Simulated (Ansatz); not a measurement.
Computed with DFT, revPBE, plane waves (420 eV) with PAW, scalar-relativistic in Ansatz. The PAW files were generated under PBE, with cores re-solved for the functional.

An element in the dhcp structure gives this curve. The cell is scaled uniformly from the relaxed one, with fractional coordinates and shape fixed. Energies are extrapolated to zero smearing, pressures are those at the given smearing. Magnetic state: spin not included.

| V (Å³/atom) | E − E₀ (meV/atom) | P (GPa) |
| --- | --- | --- |
| 28.920 | 63.9 | 6.11 |
| 30.235 | 25.4 | 3.55 |
| 31.549 | 5.5 | 1.54 |
| 32.864 | 0.0 | -0.04 |
| 34.178 | 6.1 | -1.30 |
| 35.493 | 21.4 | -2.29 |
| 36.807 | 43.9 | -3.09 |

Problem. Which element is it?
A. antimony
B. lead
C. lutetium
D. indium

Solution. B. Its fit is V₀ = 32.77 Å³/atom, B₀ = 35 GPa, B₀′ = 4.8.
